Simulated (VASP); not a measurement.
## NiO2: band structure with LDA

Crystal: NiO2.

```
CELL_PARAMETERS angstrom
2.79878 0.00000 0.00000
-1.39939 2.42382 0.00000
0.00000 0.00000 4.61827
ATOMIC_POSITIONS crystal
Ni 0.00000 0.00000 0.50000
O 0.33333 0.66667 0.29396
O 0.66667 0.33333 0.70604
```

The cell comes from a database or a generator and needn't be the stable form of this composition.

```json
{
  "Program": "VASP 6.6.1",
  "Task": "band structure",
  "Functional": "LDA",
  "Potentials or basis": "VASP PAW LDA potentials, release 64 (Ni, O)",
  "Cutoff": "520 eV",
  "k mesh": "8 × 8 × 5",
  "Occupations": "fermi-dirac, width 0.05 eV",
  "Spin": "collinear spin, ferromagnetic start",
  "Starting moments": "[1.0, 0.0, 0.0] μB",
  "Further INCAR settings": "ALGO = Conjugate; EDIFF = 1e-08"
}
```

* Pressure: -10.5 GPa
* Largest force: 0.795 eV/Å
* Band gap on the k mesh: 0.86 eV, indirect (least direct gap 1.09 eV)
* Band gap along the path: 0.94 eV, indirect (least direct gap 1.23 eV)
* Net moment: 0.00 μB per cell
* Valence electrons inside the program's atomic spheres: Ni 9.54; O 4.88

Forces in eV/Å, atoms in the order of the input:
```
Ni   0.000  0.000  0.000
O    0.000  0.000  0.795
O    0.000  0.000 -0.795
```

Stress tensor (GPa, compression positive):
```
-10.86   0.00   0.00
  0.00 -10.86   0.00
  0.00   0.00  -9.69
```

Levels at the corners of the path, in eV from the valence-band top:
Spin up:
| point | band 9 | band 10 | band 11 | band 12 | band 13 | band 14 |
| --- | --- | --- | --- | --- | --- | --- |
| Γ | -1.09 | -0.77 | -0.44 | 2.09 | 2.09 | 7.50 |
| M | -1.75 | -1.69 | -1.03 | 1.47 | 2.04 | 12.25 |
| M | -1.75 | -1.69 | -1.03 | 1.47 | 2.04 | 12.25 |
| K | -1.82 | -0.74 | -0.74 | 1.19 | 1.19 | 13.65 |
| K | -1.82 | -0.74 | -0.74 | 1.19 | 1.19 | 13.65 |
| Γ | -1.09 | -0.77 | -0.44 | 2.09 | 2.09 | 7.50 |
| Γ | -1.09 | -0.77 | -0.44 | 2.09 | 2.09 | 7.50 |
| A | -1.12 | -1.12 | -0.11 | 2.13 | 2.13 | 9.66 |
| A | -1.12 | -1.12 | -0.11 | 2.13 | 2.13 | 9.66 |
| L | -1.72 | -1.57 | -1.11 | 1.47 | 1.96 | 11.48 |
| L | -1.72 | -1.57 | -1.11 | 1.47 | 1.96 | 11.48 |
| H | -1.81 | -0.85 | -0.85 | 1.50 | 1.50 | 13.28 |
| H | -1.81 | -0.85 | -0.85 | 1.50 | 1.50 | 13.28 |
| A | -1.12 | -1.12 | -0.11 | 2.13 | 2.13 | 9.66 |
| L | -1.72 | -1.57 | -1.11 | 1.47 | 1.96 | 11.48 |
| M | -1.75 | -1.69 | -1.03 | 1.47 | 2.04 | 12.25 |
| K | -1.82 | -0.74 | -0.74 | 1.19 | 1.19 | 13.65 |
| H | -1.81 | -0.85 | -0.85 | 1.50 | 1.50 | 13.28 |
Spin down:
```
point  band 9  band 10  band 11  band 12  band 13  band 14
    Γ   -1.09    -0.77    -0.44     2.09     2.09     7.50
    M   -1.75    -1.69    -1.03     1.47     2.04    12.25
    M   -1.75    -1.69    -1.03     1.47     2.04    12.25
    K   -1.82    -0.74    -0.74     1.19     1.19    13.65
    K   -1.82    -0.74    -0.74     1.19     1.19    13.65
    Γ   -1.09    -0.77    -0.44     2.09     2.09     7.50
    Γ   -1.09    -0.77    -0.44     2.09     2.09     7.50
    A   -1.12    -1.12    -0.11     2.13     2.13     9.66
    A   -1.12    -1.12    -0.11     2.13     2.13     9.66
    L   -1.72    -1.57    -1.11     1.47     1.96    11.48
    L   -1.72    -1.57    -1.11     1.47     1.96    11.48
    H   -1.81    -0.85    -0.85     1.50     1.50    13.28
    H   -1.81    -0.85    -0.85     1.50     1.50    13.28
    A   -1.12    -1.12    -0.11     2.13     2.13     9.66
    L   -1.72    -1.57    -1.11     1.47     1.96    11.48
    M   -1.75    -1.69    -1.03     1.47     2.04    12.25
    K   -1.82    -0.74    -0.74     1.19     1.19    13.65
    H   -1.81    -0.85    -0.85     1.50     1.50    13.28
```

It took 73 s on 1 thread of Intel(R) Xeon(R) Platinum 8488C (Sapphire Rapids), on a shared host, peak memory 0.22 GiB.

A hybrid or GW would open this gap; LDA tends to underestimate it.
